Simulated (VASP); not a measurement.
# InAs (Fm-3m) in VASP: further runs

Runs on InAs. Level: LDA. Tasks: single point.

All numbers are computed with VASP 6.6.1; they aren't measurements. Logs are shortened: lines on timing, memory, paths and dates and some standing lists are left out, and cuts for length are marked.

**1. The undisturbed crystal**

The structure is cubic, space group Fm-3m (No. 225). The conventional cell has a = 5.755 Å, b = 5.755 Å, c = 5.755 Å, α = 90.00°, β = 90.00°, γ = 90.00°. Around In (site symmetry m-3m) lie 6 As at 2.88 Å. As (site symmetry m-3m) is surrounded by 6 In at 2.88 Å.

Measurements of this composition are mostly on another form, of space group No. 216.

**2. Single point, LDA (grid = ENCUT=300 dk=0.45 cell=2x2x2 ISMEAR=0 SIGMA=0.05 LREAL=Auto EDIFF=1e-06)**

The input, INCAR:

```
ALGO = Fast
EDIFF = 1E-6
ENCUT = 300
GGA = CA
ISIF = 2
ISMEAR = 0
LASPH = T
LCHARG = F
LREAL = Auto
LWAVE = F
NBANDS = 80
NELM = 120
PREC = Accurate
SIGMA = 0.05
```

The input, KPOINTS:

```
k-points
0
Gamma
  3 3 3
```

The input, POSCAR:

```
InAs
1.0
    0.0000000000      5.7546080000      5.7546080000
    5.7546080000      0.0000000000      5.7546080000
    5.7546080000      5.7546080000      0.0000000000
As In
8 8
Direct
    0.2500000000      0.2500000000      0.2500000000
    0.0000000000      0.0000000000      0.0000000000
    0.0000000000      0.5000000000      0.0000000000
    0.0000000000      0.5000000000      0.5000000000
    0.5000000000      0.0000000000      0.0000000000
    0.5000000000      0.0000000000      0.5000000000
    0.5000000000      0.5000000000      0.0000000000
    0.5000000000      0.5000000000      0.5000000000
    0.2500000000      0.2500000000      0.7500000000
    0.2500000000      0.7500000000      0.2500000000
    0.2500000000      0.7500000000      0.7500000000
    0.7500000000      0.2500000000      0.2500000000
    0.7500000000      0.2500000000      0.7500000000
    0.7500000000      0.7500000000      0.2500000000
    0.7500000000      0.7500000000      0.7500000000
    0.0000000000      0.0000000000      0.5000000000
```

Potentials or basis: VASP PAW LDA potentials, release 64 (As, In_d).

Launch:

```bash
$ cat potpaw_LDA.64/As/POTCAR potpaw_LDA.64/In_d/POTCAR > POTCAR
$ mpirun -np 1 vasp_std > vasp.out
```

OUTCAR:

```text
EDIFF = 1E-6
   ENCUT = 300
   GGA = CA
   ISIF = 2
   ISMEAR = 0
   LASPH = T
   LREAL = Auto
   NELM = 120
   PREC = Accurate

 Found      6 irreducible k-points:

 Following reciprocal coordinates:
            Coordinates               Weight
  0.000000  0.000000  0.000000      1.000000
  0.333333  0.000000  0.000000      8.000000
  0.333333  0.333333  0.000000      2.000000
  0.000000  0.333333  0.333333      4.000000
 -0.333333  0.333333  0.000000      4.000000
  0.000000 -0.333333  0.333333      8.000000
   k-points           NKPTS =      6   k-points in BZ     NKDIM =      6   number of bands    NBANDS=     80
   number of dos      NEDOS =    301   number of ions     NIONS =     16
   total plane-waves  NPLWV = 110592
   dimension x,y,z NGX =    48 NGY =   48 NGZ =   48
   dimension x,y,z NGXF=    96 NGYF=   96 NGZF=   96
   ions per type =               8   8
   NGX,Y,Z   is equivalent  to a cutoff of   9.81,  9.81,  9.81 a.u.
   NGXF,Y,Z  is equivalent  to a cutoff of  19.61, 19.61, 19.61 a.u.
 SYSTEM =  unknown system
   PREC   = accura    normal or accurate (medium, high low for compatibility)
   ISTART =      0    job   : 0-new  1-cont  2-samecut
   ICHARG =      2    charge: 1-file 2-atom 10-const
   ISPIN  =      1    spin polarized calculation?
   LNONCOLLINEAR =      F non collinear calculations
   LSORBIT =      F    spin-orbit coupling
   LASPH  =      T    aspherical Exc in radial PAW
   ENCUT  =  300.0 eV  22.05 Ry    4.70 a.u.  11.49 11.49 11.49*2*pi/ulx,y,z
   NELM   =    120;   NELMIN=  2; NELMDL= -5     # of ELM steps
   EDIFF  = 0.1E-05   stopping-criterion for ELM
   LREAL  =      T    real-space projection
   EDIFFG = 0.1E-04   stopping-criterion for IOM
   NSW    =      0    number of steps for IOM
   IBRION =     -1    ionic relax: 0-MD 1-quasi-New 2-CG
   NFREE  =      0    steps in history (QN), initial steepest desc. (CG)
   ISIF   =      2    stress and relaxation
   ISYM   =      2    0-nonsym 1-usesym 2-fastsym
   POTIM  = 0.5000    time-step for ionic-motion
   TEBEG  =    0.0;   TEEND  =   0.0 temperature during run
   PSTRESS=    0.0 pullay stress
   NELECT =     144.0000    total number of electrons
   NUPDOWN=      -1.0000    fix difference up-down
   EMIN   =  10.00;   EMAX   =-10.00  energy-range for DOS
   EFERMI =   0.00;   METHOD = LEGACY
   ISMEAR =     0;   SIGMA  =   0.05  broadening in eV -4-tet -1-fermi 0-gaus
   EFERMI_NEDOS =   21; number of points for ismear=-14 and -15
   IALGO  =     68    algorithm
   IMIX   =      4    mixing-type and parameters
     AMIX     =   0.40;   BMIX     =  1.00
     AMIX_MAG =   1.60;   BMIX_MAG =  1.00
  volume/ion in A,a.u.               =      23.82       160.75
  Fermi-wavevector in a.u.,A,eV,Ry     =   1.183505  2.236499 19.057448  1.400683
  Thomas-Fermi vector in A             =   2.319738
   LORBIT       =      0    0 simple, 1 ext, 2 COOP (PROOUT), +10 PAW based schemes
   GGA     = CA    functional components
   LHFCALC =     F    Hartree Fock is set to
   AEXX    =    0.0000 exact exchange contribution
   IVDW    =     0    specifies the selected vdW correction
   LEPSILON=     F    determine dielectric tensor
   LRPA    =     F    only Hartree local field effects (RPA)
 non-spin polarized calculation
 RMM-DIIS sequential band-by-band and
 Gauss-broadening in eV      SIGMA  =   0.05
  energy-cutoff  :      300.00
  volume of cell :      381.13
 maximum number of plane-waves:      4573
 NGX is ok and might be reduce to    48
   NGX = 23   NGY = 23   NGZ = 23

 number of electron     143.9999901 magnetization

 Free energy of the ion-electron system (eV)
  ---------------------------------------------------
  ext. energy  EPLUGINS =         0.00000000
  ---------------------------------------------------
  free energy    TOTEN  =       -68.80198613 eV

  energy without entropy =      -68.78469597  energy(sigma->0) =      -68.79334105

 E-fermi :   5.7508     XC(G=0): -10.3418

 val. band max:        5.7142577530   @ k =   0.0000   0.0000   0.0000
 cond. band min:       5.7516718040   @ k =   0.3333   0.0000   0.0000
 fundamental gap:      0.0374140509
 Fermi energy:         5.7507812365

 k-point     1 :       0.0000    0.0000    0.0000
  band No.  band energies     occupation
      1      -9.0112      2.00000
      2      -8.9737      2.00000
      3      -8.7563      2.00000
      4      -8.7420      2.00000
      5      -8.7420      2.00000
      6      -8.6958      2.00000
[... 72 lines left out ...]
     79       7.9101      0.00000
     80       8.0175      0.00000

 k-point     2 :       0.3333    0.0000    0.0000
  band No.  band energies     occupation
      1      -9.0154      2.00000
      2      -8.9797      2.00000
      3      -8.7525      2.00000
      4      -8.7389      2.00000
      5      -8.7378      2.00000
      6      -8.6626      2.00000
[... 72 lines left out ...]
     79       7.4213      0.00000
     80       8.2403      0.00000

 k-point     3 :       0.3333    0.3333    0.0000
  band No.  band energies     occupation
      1      -9.0103      2.00000
      2      -8.9982      2.00000
      3      -8.7558      2.00000
      4      -8.7348      2.00000
      5      -8.7348      2.00000
      6      -8.6577      2.00000
[... 72 lines left out ...]
     79       7.8774      0.00000
     80       8.1796      0.00000

 k-point     4 :       0.0000    0.3333    0.3333
  band No.  band energies     occupation
      1      -9.0285      2.00000
      2      -8.9758      2.00000
      3      -8.7488      2.00000
      4      -8.7414      2.00000
      5      -8.7348      2.00000
      6      -8.6551      2.00000
[... 72 lines left out ...]
     79       7.9852      0.00000
     80       8.2875      0.00000

 k-point     5 :      -0.3333    0.3333    0.0000
  band No.  band energies     occupation
      1      -9.0151      2.00000
      2      -8.9926      2.00000
      3      -8.7523      2.00000
      4      -8.7351      2.00000
      5      -8.7341      2.00000
      6      -8.6448      2.00000
[... 72 lines left out ...]
     79       7.9596      0.00000
     80       8.3931      0.00000

 k-point     6 :       0.0000   -0.3333    0.3333
  band No.  band energies     occupation
      1      -9.0289      2.00000
      2      -8.9808      2.00000
      3      -8.7486      2.00000
      4      -8.7381      2.00000
      5      -8.7346      2.00000
      6      -8.6415      2.00000
[... 72 lines left out ...]
     79       8.0581      0.00000
     80       8.5426      0.00000

------------------------ aborting loop because EDIFF is reached ----------------------------------------

  FORCE on cell =-STRESS in cart. coord.  units (eV):
  Direction    XX          YY          ZZ          XY          YZ          ZX
  --------------------------------------------------------------------------------------
  -------------------------------------------------------------------------------------
  Total      -11.2265847    -11.2265847    -10.7963162     -0.0000000      0.0000000      0.0000000
  in kB      -47.1933718    -47.1933718    -45.3846455     -0.0000000      0.0000000      0.0000000
  external PRESSURE =     -46.5904631 kB  Pullay stress =       0.0000000 kB

 VOLUME and BASIS-vectors are now :
 -----------------------------------------------------------------------------
  energy-cutoff  :      300.00
  volume of cell :      381.13
      direct lattice vectors                 reciprocal lattice vectors
     0.000000000  5.754608000  5.754608000    -0.086886891  0.086886891  0.086886891
     5.754608000  0.000000000  5.754608000     0.086886891 -0.086886891  0.086886891
     5.754608000  5.754608000  0.000000000     0.086886891  0.086886891 -0.086886891

 POSITION                                       TOTAL-FORCE (eV/Angst)
 -----------------------------------------------------------------------------------
      2.87730      2.87730      2.87730        -0.000000      0.000000      0.732044
      0.00000      0.00000      0.00000        -0.000000      0.000000     -0.014480
      2.87730      0.00000      2.87730        -0.000000      0.343687     -0.034655
      5.75461      2.87730      2.87730        -0.343687      0.000000     -0.034655
      0.00000      2.87730      2.87730         0.343687      0.000000     -0.034655
      2.87730      5.75461      2.87730        -0.000000     -0.343687     -0.034655
[... 8 lines left out ...]
      8.63191      8.63191      8.63191        -0.000000      0.000000     -0.714610
      2.87730      2.87730      0.00000        -0.000000      0.000000      0.528821
 -----------------------------------------------------------------------------------
    total drift:                                0.000000      0.000000      0.000078

  FREE ENERGIE OF THE ION-ELECTRON SYSTEM (eV)
  ---------------------------------------------------
  free  energy   TOTEN  =       -68.8019861275 eV

  energy  without entropy=      -68.7846959713  energy(sigma->0) =      -68.79334105
```

It took 85 s on 1 thread of Intel Xeon 6975P-C (Granite Rapids), shared host; peak memory 0.27 GiB.

These settings aren't checked as converged: the numbers below hold their error.

What came out:

```yaml
Free_energy: -68.8020 eV
Pressure: -4.7 GPa
Largest_force: 0.797 eV/Å
Band_gap_on_the_k_mesh: none (metal or under the smearing width)
```

**3. Single point, LDA (grid = ENCUT=350 dk=0.45 cell=2x2x2 ISMEAR=0 SIGMA=0.05 LREAL=Auto EDIFF=1e-06)**

Edit INCAR of step 2 so:

```diff
@@ -2,3 +2,3 @@
 EDIFF = 1E-6
-ENCUT = 300
+ENCUT = 350
 GGA = CA
```

KPOINTS is that of step 2.

POSCAR is that of step 2.

Potentials or basis: VASP PAW LDA potentials, release 64 (As, In_d).

Launch:

```bash
$ cat potpaw_LDA.64/As/POTCAR potpaw_LDA.64/In_d/POTCAR > POTCAR
$ mpirun -np 1 vasp_std > vasp.out
```

It took 1.9 min on 1 thread of Intel Xeon 6975P-C (Granite Rapids), shared host; peak memory 0.29 GiB.

These settings aren't checked as converged: the numbers below hold their error.

What came out:

```
Free energy            : -68.7949 eV
Pressure               : -4.6 GPa
Largest force          : 0.798 eV/Å
Band gap on the k mesh : none (metal or under the smearing width)
```

**4. Single point, LDA (grid = ENCUT=400 dk=0.45 cell=2x2x2 ISMEAR=0 SIGMA=0.05 LREAL=Auto EDIFF=1e-06)**

Edit INCAR of step 3 so:

```diff
@@ -2,3 +2,3 @@
 EDIFF = 1E-6
-ENCUT = 350
+ENCUT = 400
 GGA = CA
```

KPOINTS is that of step 3.

POSCAR is that of step 3.

Launch:

```bash
$ cat potpaw_LDA.64/As/POTCAR potpaw_LDA.64/In_d/POTCAR > POTCAR
$ mpirun -np 1 vasp_std > vasp.out
```

It took 2.5 min on 1 thread of Intel Xeon 6975P-C (Granite Rapids), shared host; peak memory 0.33 GiB.

These settings aren't checked as converged: the numbers below hold their error.

Results:

* Free energy: -68.8001 eV
* Pressure: -4.4 GPa
* Largest force: 0.798 eV/Å
* Band gap on the k mesh: none (metal or under the smearing width)

**5. Single point, LDA (grid = ENCUT=350 dk=0.35 cell=2x2x2 ISMEAR=0 SIGMA=0.05 LREAL=Auto EDIFF=1e-06)**

Edit INCAR of step 4 so:

```diff
@@ -2,3 +2,3 @@
 EDIFF = 1E-6
-ENCUT = 400
+ENCUT = 350
 GGA = CA
```

KPOINTS is that of step 4.

POSCAR is that of step 4.

Potentials or basis: VASP PAW LDA potentials, release 64 (As, In_d).

Launch:

```bash
$ cat potpaw_LDA.64/As/POTCAR potpaw_LDA.64/In_d/POTCAR > POTCAR
$ mpirun -np 1 vasp_std > vasp.out
```

OUTCAR:

```text
EDIFF = 1E-6
   ENCUT = 350
   GGA = CA
   ISIF = 2
   ISMEAR = 0
   LASPH = T
   LREAL = Auto
   NELM = 120
   PREC = Accurate

 Found      6 irreducible k-points:

 Following reciprocal coordinates:
            Coordinates               Weight
  0.000000  0.000000  0.000000      1.000000
  0.333333  0.000000  0.000000      8.000000
  0.333333  0.333333  0.000000      2.000000
  0.000000  0.333333  0.333333      4.000000
 -0.333333  0.333333  0.000000      4.000000
  0.000000 -0.333333  0.333333      8.000000
   k-points           NKPTS =      6   k-points in BZ     NKDIM =      6   number of bands    NBANDS=     80
   number of dos      NEDOS =    301   number of ions     NIONS =     16
   total plane-waves  NPLWV = 125000
   dimension x,y,z NGX =    50 NGY =   50 NGZ =   50
   dimension x,y,z NGXF=   100 NGYF=  100 NGZF=  100
   ions per type =               8   8
   NGX,Y,Z   is equivalent  to a cutoff of  10.21, 10.21, 10.21 a.u.
   NGXF,Y,Z  is equivalent  to a cutoff of  20.43, 20.43, 20.43 a.u.
 SYSTEM =  unknown system
   PREC   = accura    normal or accurate (medium, high low for compatibility)
[... 65 lines left out ...]

 k-point     1 :       0.0000    0.0000    0.0000
  band No.  band energies     occupation
      1      -9.0258      2.00000
      2      -8.9883      2.00000
      3      -8.7706      2.00000
      4      -8.7564      2.00000
      5      -8.7564      2.00000
      6      -8.7098      2.00000
[... 487 lines left out ...]
     79       8.0555      0.00000
     80       8.5264      0.00000

------------------------ aborting loop because EDIFF is reached ----------------------------------------

  FORCE on cell =-STRESS in cart. coord.  units (eV):
  Direction    XX          YY          ZZ          XY          YZ          ZX
  --------------------------------------------------------------------------------------
  -------------------------------------------------------------------------------------
  Total      -11.1217429    -11.1217429    -10.6939384      0.0000000      0.0000000      0.0000000
  in kB      -46.7526469    -46.7526469    -44.9542784      0.0000000      0.0000000      0.0000000
  external PRESSURE =     -46.1531907 kB  Pullay stress =       0.0000000 kB

 VOLUME and BASIS-vectors are now :
 -----------------------------------------------------------------------------
  energy-cutoff  :      350.00
  volume of cell :      381.13
      direct lattice vectors                 reciprocal lattice vectors
     0.000000000  5.754608000  5.754608000    -0.086886891  0.086886891  0.086886891
     5.754608000  0.000000000  5.754608000     0.086886891 -0.086886891  0.086886891
     5.754608000  5.754608000  0.000000000     0.086886891  0.086886891 -0.086886891

 POSITION                                       TOTAL-FORCE (eV/Angst)
 -----------------------------------------------------------------------------------
      2.87730      2.87730      2.87730         0.000000      0.000000      0.732209
      0.00000      0.00000      0.00000         0.000000      0.000000     -0.014470
      2.87730      0.00000      2.87730         0.000000      0.343869     -0.034568
      5.75461      2.87730      2.87730        -0.343869      0.000000     -0.034568
      0.00000      2.87730      2.87730         0.343869      0.000000     -0.034568
      2.87730      5.75461      2.87730         0.000000     -0.343869     -0.034568
[... 8 lines left out ...]
      8.63191      8.63191      8.63191         0.000000      0.000000     -0.715242
      2.87730      2.87730      0.00000         0.000000      0.000000      0.528989
 -----------------------------------------------------------------------------------
    total drift:                                0.000000      0.000000     -0.000439

  FREE ENERGIE OF THE ION-ELECTRON SYSTEM (eV)
  ---------------------------------------------------
  free  energy   TOTEN  =       -68.7949171556 eV

  energy  without entropy=      -68.7776483011  energy(sigma->0) =      -68.78628273
```

stdout:

```text
POSCAR found type information on POSCAR AsIn
 POSCAR found :  2 types and      16 ions
 scaLAPACK will be used
 LDA part: xc-table for (Slater(with rela. corr.)+CA(PZ))
 , standard interpolation
 POSCAR, INCAR and KPOINTS ok, starting setup
 FFT: planning ... GRIDC
 FFT: planning ... GRID_SOFT
 FFT: planning ... GRID
 WAVECAR not read
 entering main loop
```

Run time: 1.8 min. Hardware: 1 thread of Intel Xeon 6975P-C (Granite Rapids), shared host; peak memory 0.29 GiB.

These settings aren't checked as converged: the numbers below hold their error.

Results:

- Free energy: -68.7949 eV
- Pressure: -4.6 GPa
- Largest force: 0.798 eV/Å
- Band gap on the k mesh: none (metal or under the smearing width)

[end of part 1 of 2]
